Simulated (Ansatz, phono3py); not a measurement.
# Heat carried by phonons in AlAs (F-43m), part 3 of 3

Wanted: κ(T), lifetimes and mean free paths for AlAs.

What experiment has found for this phase:
- thermal conductivity 98 W/m/K near room temperature (given in “Combining the AFLOW GIBBS and Elastic Libraries to efficiently and robustly screen thermo-mechanical properties of solids”, 2017, arXiv:1611.05714)

Ansatz 0.2.0; DFT LDA, scalar-relativistic, plane waves, PAW; PAW set soft_1.

So far, κ at 300 K (relaxation time) (W/m/K): step 6 (a cheap rung, third order supercell 2×2×2, atoms in the …) 51.2. Also highest frequency (cm⁻¹): step 6 395. The relaxed cell has a = 5.629 Å (conventional setting).

### 7. Third-order constants on small settings, third order supercell 3×3×3, atoms in the supercell 54

A small supercell and a short cutoff cost little, and show how far such settings carry.

File input.yaml:

```yaml
crystal:
  lattice:
    - [0.0, 2.8144366961, 2.8144366961]
    - [2.8144366961, 0.0, 2.8144366961]
    - [2.8144366961, 2.8144366961, 0.0]
  atoms:
    - { symbol: Al, position: [0.0, 0.0, 0.0] }
    - { symbol: As, position: [0.25, 0.25, 0.25] }
kpoints:
  mp_grid: { grid: [6, 6, 6] }
hamiltonian:
  xc: lda
  pseudopotentials: { kind: paw, azcp: { folder: soft_1 }, xc_functional: pbe }
scf:
  occupations: { method: fixed }
  lower_state_search: "off"
output:
  eigenvalues: true
phonons:
  method: fd
  dielectric: true
  qmesh: [6, 6, 6]
  temperatures: { t_max: 1000, t_step: 50 }
  qpath:
    path:
      - [[0.0, 0.0, 0.0], [-0.5, -0.5, 0.0], [-0.375, -0.375, 0.25]]
      - [[-0.375, 0.0, 0.375], [0.0, 0.0, 0.0], [0.0, 0.0, 0.5], [-0.5, -0.25, 0.25], [-0.5, -0.5, 0.0]]
    npoints: 10
  third_order: { supercell: [3, 3, 3], pair_cutoff: 2.587 }
  lattice_thermal_conductivity:
    qmesh: [19, 19, 19]
    temperatures: [100.0, 150.0, 200.0, 300.0, 400.0, 500.0, 600.0, 800.0]
    isotope_mass_variance: [{ species: Al, variance: 0.0 }, { species: As, variance: 0.0 }]
```

Launch:

```sh
> ansatz run input.yaml --threads 8 --pin off --max-ram 19456MiB --backend cpu --events-out ev --progress --plain --runs-dir out
```

Numbers of over 12 decimals in the logs are rounded to 6 here.

Output:

```text
[...]
Warning: phonons.third_order: as it is cut ahead of every solve, the batch solves 29 displaced supercells where 21 would do. It runs under 24 of the 648 operations that the crystal's space group holds on the batch's supercell: the run's FFT boxes carry no more. The force constants lose no accuracy. For the smaller batch, try basis.xc_grid above 1 where it is 1, a denser FFT box (accuracy: high where it is lower, or a larger basis.ecutrho_ratio), or the same crystal shifted so that one of its atoms lies at the cell's origin: each can bring back operations that the batch needs, and none is sure to; [rest of the remark cut]
[...]
Crystal: 12 atoms, lattice volume = 267.520 Å³
Basis set: ecut = 420 eV, 5227 PW (Γ), FFT grids on a1, −a1+a2+a3, −a1+a3
Bands: 66, of which v1, the nominal top of the filled ones, is band 54 counted from 1 (53 counted from 0)
Symmetry: 12 space group operations
k-points: 16 of 36 (time reversal used)
[...]
SCF iter   1: F=—  HF=-31724.895970 eV  |F-HF|=—  |Δ(HF+E_count)|=         —  Δρ=1.06e-7  dr2=1.58e-11  ethr=1.00e-12  ⟨swp⟩=3.0  Hψ=2699  notcnv=0
[...]
SCF iter   2: F=-31724.895970 eV  HF=-31724.895970 eV  |F-HF|=1.46e-11  |Δ(HF+E_count)|=  7.28e-12  Δρ=5.62e-8  dr2=3.81e-12  ethr=1.00e-12  ⟨swp⟩=3.4  Hψ=2863  notcnv=0
SCF 1 converged in 2 iterations: F = -31724.895970 eV  dr2 = 3.81e-12
[...]
Crystal: 2 atoms, lattice volume = 44.587 Å³
Basis set: ecut = 420 eV, 893 PW (Γ), exchange–correlation on 54×54×54 points (8 copies of the dense FFT grid, shifted against one another)
Bands: 13, of which v1, the nominal top of the filled ones, is band 9 counted from 1 (8 counted from 0)
Symmetry: 24 space group operations
k-points: 46 of 216 (irreducible under 4 space group operations, time reversal used)
[...]
SCF iter   3: F=-5287.482662 eV  HF=-5287.482662 eV  |F-HF|=2.64e-11  |Δ(HF+E_count)|=  5.18e-11  Δρ=2.86e-7  dr2=4.31e-11  ethr=1.00e-12  ⟨swp⟩=3.9  Hψ=2723  notcnv=0
SCF 2 converged in 3 iterations: F = -5287.482662 eV  dr2 = 4.31e-11
[...]
Bands: 10, of which v1, the nominal top of the filled ones, is band 9 counted from 1 (8 counted from 0)
k-points: 60
[...]
Eigensolver: Dense (60 Hₖ)
SCF iter   1: F=—  HF=-5287.494858 eV  |F-HF|=—  |Δ(HF+E_count)|=         —  Δρ=3.47e-4  dr2=8.75e-5  ethr=1.00e-1
[...]
SCF iter   4: F=-5287.494830 eV  HF=-5287.494830 eV  |F-HF|=2.18e-9  |Δ(HF+E_count)|=   1.08e-7  Δρ=6.82e-6  dr2=1.38e-8  ethr=4.75e-9
SCF 1 converged in 4 iterations: F = -5287.494830 eV  dr2 = 1.38e-8
[...]
Symmetry: 2 space group operations
[...]
SCF iter   7: F=-31724.895935 eV  HF=-31724.895935 eV  |F-HF|=3.64e-12  |Δ(HF+E_count)|=  1.82e-11  Δρ=3.32e-8  dr2=5.10e-12  ethr=1.00e-12  ⟨swp⟩=5.0  Hψ=4425  notcnv=0
SCF 2 converged in 7 iterations: F = -31724.895935 eV  dr2 = 5.10e-12
[...]
SCF iter   3: F=-31724.895935 eV  HF=-31724.895935 eV  |F-HF|=7.28e-12  |Δ(HF+E_count)|=  1.09e-11  Δρ=1.41e-8  dr2=6.54e-13  ethr=1.00e-12  ⟨swp⟩=4.5  Hψ=4265  notcnv=0
SCF 3 converged in 3 iterations: F = -31724.895935 eV  dr2 = 6.54e-13
Symmetry: 1 space group operations
k-points: 20 of 36 (time reversal used)
[...]
SCF iter   7: F=-31724.895940 eV  HF=-31724.895940 eV  |F-HF|=1.82e-11  |Δ(HF+E_count)|=  3.64e-12  Δρ=3.69e-8  dr2=5.71e-12  ethr=1.00e-12  ⟨swp⟩=5.0  Hψ=5520  notcnv=0
SCF 4 converged in 7 iterations: F = -31724.895940 eV  dr2 = 5.71e-12
[...]
SCF iter   3: F=-31724.895940 eV  HF=-31724.895940 eV  |F-HF|=3.64e-12  |Δ(HF+E_count)|=  1.46e-11  Δρ=1.62e-8  dr2=6.57e-13  ethr=1.00e-12  ⟨swp⟩=4.5  Hψ=5451  notcnv=0
SCF 5 converged in 3 iterations: F = -31724.895940 eV  dr2 = 6.57e-13
[...]
SCF iter   7: F=-31724.895936 eV  HF=-31724.895936 eV  |F-HF|=7.28e-12  |Δ(HF+E_count)|=    0.00e0  Δρ=3.02e-8  dr2=3.82e-12  ethr=1.00e-12  ⟨swp⟩=5.0  Hψ=4464  notcnv=0
SCF 6 converged in 7 iterations: F = -31724.895936 eV  dr2 = 3.82e-12
[...]
SCF iter   3: F=-31724.895936 eV  HF=-31724.895936 eV  |F-HF|=1.46e-11  |Δ(HF+E_count)|=  4.00e-11  Δρ=2.00e-8  dr2=6.18e-13  ethr=1.00e-12  ⟨swp⟩=4.8  Hψ=4526  notcnv=0
SCF 7 converged in 3 iterations: F = -31724.895936 eV  dr2 = 6.18e-13
[...]
SCF iter   7: F=-31724.895938 eV  HF=-31724.895938 eV  |F-HF|=7.28e-12  |Δ(HF+E_count)|=  2.55e-11  Δρ=2.85e-8  dr2=3.43e-12  ethr=1.00e-12  ⟨swp⟩=5.0  Hψ=5444  notcnv=0
SCF 8 converged in 7 iterations: F = -31724.895938 eV  dr2 = 3.43e-12
[...]
SCF iter   3: F=-31724.895938 eV  HF=-31724.895938 eV  |F-HF|=3.64e-12  |Δ(HF+E_count)|=  2.55e-11  Δρ=2.24e-8  dr2=1.01e-12  ethr=1.00e-12  ⟨swp⟩=4.8  Hψ=5519  notcnv=0
SCF 9 converged in 3 iterations: F = -31724.895938 eV  dr2 = 1.01e-12
Basis set: ecut = 420 eV, 5221 PW (Γ), FFT grids on a1, a2, −3a1−3a2+a3
[...]
SCF 106 converged in 7 iterations: F = -142762.027897 eV  dr2 = 4.32e-10
[...]
SCF iter   8: F=-142762.016305 eV  HF=-142762.016305 eV  |F-HF|=1.75e-10  |Δ(HF+E_count)|=  2.33e-10  Δρ=7.81e-8  dr2=1.39e-10  ethr=1.00e-12  ⟨swp⟩=4.0  Hψ=6064  notcnv=0
SCF 107 converged in 8 iterations: F = -142762.016305 eV  dr2 = 1.39e-10
[...]
SCF iter   8: F=-142762.021160 eV  HF=-142762.021160 eV  |F-HF|=8.73e-11  |Δ(HF+E_count)|=  1.75e-10  Δρ=8.15e-8  dr2=1.10e-10  ethr=1.00e-12  ⟨swp⟩=4.0  Hψ=7604  notcnv=0
SCF 108 converged in 8 iterations: F = -142762.021160 eV  dr2 = 1.10e-10
[...]
SCF iter   8: F=-142762.023671 eV  HF=-142762.023671 eV  |F-HF|=5.82e-11  |Δ(HF+E_count)|=  5.82e-11  Δρ=7.51e-8  dr2=1.05e-10  ethr=1.00e-12  ⟨swp⟩=4.0  Hψ=7476  notcnv=0
SCF 109 converged in 8 iterations: F = -142762.023671 eV  dr2 = 1.05e-10
[...]
SCF iter   8: F=-142762.022999 eV  HF=-142762.022999 eV  |F-HF|=1.16e-10  |Δ(HF+E_count)|=    0.00e0  Δρ=7.50e-8  dr2=9.90e-11  ethr=1.00e-12  ⟨swp⟩=4.0  Hψ=5643  notcnv=0
SCF 110 converged in 8 iterations: F = -142762.022999 eV  dr2 = 9.90e-11
[...]
SCF iter   8: F=-142762.021895 eV  HF=-142762.021895 eV  |F-HF|=1.46e-10  |Δ(HF+E_count)|=  1.46e-10  Δρ=8.15e-8  dr2=1.15e-10  ethr=1.00e-12  ⟨swp⟩=4.0  Hψ=6152  notcnv=0
SCF 111 converged in 8 iterations: F = -142762.021895 eV  dr2 = 1.15e-10
SCF converged after 2 iterations
Free energy (F): -31724.895970 eV
[...]
Internal energy: -31724.895970 eV  (E = F + TS)
E sigma→0 (E₀):  -31724.895970 eV
Fermi energy:    6.050835 eV
[...]
--- Band table (eV; the first three rows and the last of 16) ---
  k-point 0: bands = [... 50 lower, 5.3817, 6.0508, 6.0508, 6.0508, 7.3695, 8.0325, 8.2614, 8.3616, ... 8 higher]
  k-point 1: bands = [... 50 lower, 5.2543, 5.3817, 5.3817, 5.7100, 7.9535, 8.3616, 8.5624, 8.9585, ... 8 higher]
  k-point 2: bands = [... 50 lower, 5.7851, 5.7851, 5.7851, 5.7851, 8.0460, 8.0460, 8.1305, 8.1305, ... 8 higher]
  k-point 15: bands = [... 50 lower, 4.3723, 4.3723, 4.7714, 4.7714, 8.9585, 8.9585, 9.1442, 9.1442, ... 8 higher]
--- Phonons: 63 displaced members + 10 references (amplitude of the first 0.0025 Å, Σ member SCF iterations 321) ---
  ASR residual: 2.844e-4 → 0.000e0 eV/Å²; symmetrization residual: 4.892e-5 eV/Å²
  largest component of a force at the reference: 2.4e-6 eV/Å
  ASR residual per site (eV/Å²): 2.84e-4 8.82e-5
  Γ frequencies (cm⁻¹): 0.00 0.00 0.00 358.55 358.55 358.55
[...]
ε∞ (high-frequency dielectric tensor):
        9.438149    -0.000000     0.000000
       -0.000000     9.438149     0.000000
        0.000000     0.000000     9.438149
[...]
Born effective charges Z* (e; rows j = field, columns β = displacement):
    site 0:
         2.14805   -0.00000    0.00000
        -0.00000    2.14805   -0.00000
        -0.00000    0.00000    2.14805
    site 1:
        -2.14805    0.00000   -0.00000
         0.00000   -2.14805    0.00000
         0.00000   -0.00000   -2.14805
  Z* charge neutrality: 9.034e-5 e pre-enforcement
[...]
optical modes at Γ without the LO–TO term, one row a degenerate level:
      ω (cm⁻¹)  modes    IR ((D/Å)²/amu)
        358.55      3            16.0985
  optical modes at Γ + LO–TO along q̂ = [1.0000, 0.0000, 0.0000]:
      ω (cm⁻¹)  modes    IR ((D/Å)²/amu)
        358.55      2            10.7324
        394.66      1             5.3662
  optical modes at Γ + LO–TO along q̂ = [0.0000, 1.0000, 0.0000]:
      ω (cm⁻¹)  modes    IR ((D/Å)²/amu)
        358.55      2            10.7324
        394.66      1             5.3662
  optical modes at Γ + LO–TO along q̂ = [0.0000, 0.0000, 1.0000]:
      ω (cm⁻¹)  modes    IR ((D/Å)²/amu)
        358.55      2            10.7324
        394.66      1             5.3662
--- Phonons (by wavevector): 16 wavevectors in 10 supercells ---
  supercell 1 (6 cells, vectors [1, 0, 0], [0, 3, -3], [0, 0, 2] in multiples of the cell's): 8 displaced members by 0.0025 Å; free energy -31724.895970 eV; taken off its force constants: by the sum rule 1.2e-4, by the symmetrisation 4.2e-5 eV/Å²
[...]
q = [0.0000, 0.0000, 0.0000] (star 1, supercell 1; hermiticity 1.58e-16, symmetrization 9.68e-7): 0.00 0.00 0.00 358.55 358.55 358.55
[...]
joined force constants: q→R imaginary residual 5.74e-19
[...]
26 force-constant blocks with the first atom in the home cell, fitted with 10 parameters over 4 symmetry orbits; no atom triplet left out
[...]
100.00          305.3446        292.0440           9          converged          5.281e-1
      150.00          177.3619        168.2890           9          converged          5.429e-1
      200.00          126.2964        119.7433           9          converged          5.495e-1
      300.00           81.2957         77.1349           9          converged          5.549e-1
      400.00           60.3001         57.2494           9          converged          5.570e-1
      500.00           48.0137         45.6015           9          converged          5.580e-1
      600.00           39.9176         37.9208           9          converged          5.585e-1
      800.00           29.8787         28.3914           9          converged          5.591e-1
```

Run time: 15 min. Hardware: 8 threads of Arm Neoverse V1, shared host; peak memory 12 GiB; 2 h of CPU time.

Numbers from this step:

```
zero-point energy                          : 0.08799 eV/cell
highest frequency                          : 395 cm⁻¹
Debye temperature from the second moment   : 491 K
κ at 300 K (relaxation time)               : 81.3 W/m/K
κ at 300 K (full solution)                 : 77.13 W/m/K
mean free path at half of κ                : 244 nm
share of κ above the three lowest branches : 0.052
largest relative sum-rule correction       : 0.02985
```

W/m/K. Kappa, by row:

```csv
T (K),RTA xx,RTA yy,RTA zz,full xx,full yy,full zz,coherence part xx,coherence part yy,coherence part zz,ending,iterations,least Ritz value
100,305.3,305.3,305.3,292,292,292,0.02984,0.02984,0.02984,converged,9,0.528
150,177.4,177.4,177.4,168.3,168.3,168.3,0.05346,0.05346,0.05346,converged,9,0.543
200,126.3,126.3,126.3,119.7,119.7,119.7,0.07059,0.07059,0.07059,converged,9,0.55
300,81.3,81.3,81.3,77.13,77.13,77.13,0.08751,0.08751,0.08751,converged,9,0.555
400,60.3,60.3,60.3,57.25,57.25,57.25,0.09162,0.09162,0.09162,converged,9,0.557
500,48.01,48.01,48.01,45.6,45.6,45.6,0.0909,0.0909,0.0909,converged,9,0.558
600,39.92,39.92,39.92,37.92,37.92,37.92,0.08881,0.08881,0.08881,converged,9,0.559
800,29.88,29.88,29.88,28.39,28.39,28.39,0.08479,0.08479,0.08479,converged,9,0.559
```

This rung gives 81.3 W/(m K) at 300 K by relaxation time, but with 54 atoms, 1 neighbour distance inside the cutoff and a 19×19×19 mesh it is a test, not the conductivity of the crystal.

### 8. The ladder

Ladder, by row:

```csv
cells or q mesh,k mesh,pair cutoff,atoms in the supercell,q-mesh of the transport sums,κ at 300 K (relaxation time) (W/m/K),κ at 300 K (full solution) (W/m/K),core-minutes
2x2x2,6x6x6,2.587,16,11×11×11,51.19,51.48,18.6
6x6x6,6x6x6,2.587,54,19×19×19,81.3,77.13,117
```

### 9. Outcome

```
conductivity : not obtained on sound settings
```

In words: No conductivity was obtained: no run with a large enough supercell and cutoff finished.

[Logs are printed without paths, hosts, clocks, repeated set-up lines and the standing remarks that a program may print on its own settings, such as how far it seeks lower states.]

[Hosts, paths, dates, database ids (printed as entryN), source tags and the programs' standing remarks are cut or masked in the printed files.]

[A step with changed settings may run another functional than the one named; its input shows which.]
